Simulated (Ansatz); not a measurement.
**Compressing TiPt3: a fit and a missing row**

TiPt3, Pm-3m, a = 3.899 Å. The structure is a COD entry; whether it is the stable form wasn't checked. Ansatz: PBEsol, PAW, 420 eV, Γ-centred 12×12×12 mesh on 4 atoms, Gaussian smearing 0.10 eV; no spin polarisation. Symmetry fixes shape and atoms, so the cell is only scaled; pressure is positive in compression.

```
V (Å³/atom) P (GPa)
     13.044        ?
     13.488    31.73
     13.933    19.21
     14.378     8.75
     14.822     0.00
     15.267    -7.31
     15.712   -13.39
     16.305   -19.94
```

Take V0 = 14.822 Å³/atom, fit the third-order Birch–Murnaghan form to the other rows, and predict the missing pressure.

With the Eulerian strain f = ½[(V0/V)^(2/3) − 1] and y = P/[3f(1 + 2f)^(5/2)], the form is the line y = B0 + 1.5 B0 (B0′ − 4) f. Rows (f, y): 0.03245, 278.5; 0.02105, 274.4; 0.01024, 270.8; -0.00976, 262.3; -0.01906, 258.1; -0.03080, 253.0. Means f = 0.0006867, y = 266.18; Σ(Δf)² = 0.003005, ΣΔfΔy = 1.218; the slope is their ratio. y = 265.9 + 405.3 f GPa, so B0 = 265.9 GPa and B0′ = 4 + 2 × (405.3)/(3 × 265.9) = 5.02. At V = 13.044, f = 0.04446, y = 283.92 and P = 46.86 GPa. The run gave 46.70 GPa, so the fit is 0.16 GPa too high, a small miss on the scale of the series.

Spin–orbit coupling is left out, which can shift energies with elements as heavy as these.